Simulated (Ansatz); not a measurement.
Take a crystal in which Cd has been replaced by Hg on all its sites, with the cell rescaled by a rough guess (in some cases also distorted within its space group) and nothing relaxed:

```
Hg
1.0
     1.53481    0.88612    2.37266
    -1.53481    0.88612    2.37266
     0.00000   -1.77224    2.37266
Hg
1
Direct
  0.00000 0.00000 0.00000
```

Computed with DFT PBE, scalar-relativistic, plane waves, PAW (Ansatz).

Settings: cutoff 420 eV, Γ-centred mesh 18×18×18 on the computed 1-atom cell, Gaussian smearing of 0.10 eV; no spin polarisation.

(1) Will this cell want to expand or contract, and how hard?

(2) Is it a metal on this mesh?

Spin-orbit coupling is left out, which matters for the bands of heavy elements.

Results:

(1) The pressure is 21.3 GPa (positive in compression), so the cell would expand.

(2) Yes, a band crosses the Fermi level.